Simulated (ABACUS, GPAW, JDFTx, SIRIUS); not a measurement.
## Equation of state of CuI under PBEsol

Symmetry: F-43m, No. 216, cubic system. Conventional cell: a = 6.063 Å, b = 6.063 Å, c = 6.063 Å, α = 90.00°, β = 90.00°, γ = 90.00°. Around I (site symmetry -43m) lie 4 Cu at 2.63 Å. Cu (site symmetry -43m) is surrounded by 4 I at 2.63 Å.

The cell was scaled at fixed shape and fractions and run with JDFTx, PseudoDojo-SR-PBEsol-0.4.1-standard with smoothed tails, cutoff 1252 eV; PBEsol, k mesh 8 × 8 × 8 on the cell of 2 atoms, fermi-dirac occupations of 0.05 eV, no spin polarisation, no spin-orbit coupling. Energies are those that the program minimises, any entropy of the smearing included.

```tsv
V (Å³/atom)	energy over the lowest row (meV/atom)
26.1879	0.00
26.7451	?
27.3023	4.95
27.8595	11.95
28.4167	21.47
28.9738	33.21
29.5310	46.89
```

**Question.** Fit the third-order Birch-Murnaghan form, give V0, B0 and B′, and predict the energy left open.

**Answer.** With y = (V0/V)^(2/3), E = E0 + (9 V0 B0/16) [(y - 1)³ B′ + (y - 1)² (6 - 4y)]. Least squares through the rows shown give V0 = 26.3325 Å³/atom, E0 = -0.12 meV, B0 = 49.02 GPa (1 eV/Å³ = 160.218 GPa) and B′ = 5.14, with a largest miss of 0.00 meV. At V = 26.7451 the form with these constants gives 0.84 meV; the run gave 0.83 meV an atom. Other set-ups at this level, from all their volumes (Å³/atom, GPa): ABACUS, PseudoDojo NC SR 0.4.1 PBEsol standard, plane waves: V0 26.336, B0 49.21; GPAW, PAW data sets generated for this functional: V0 26.675, B0 48.3; SIRIUS, PseudoDojo 0.4.1 PBEsol standard (scalar relativistic): V0 26.333, B0 49.17. Measured volume: 27.72 Å³/atom (arxiv:2305.18931), so the fit lies -5.0 % from it. The runs are for a static lattice.
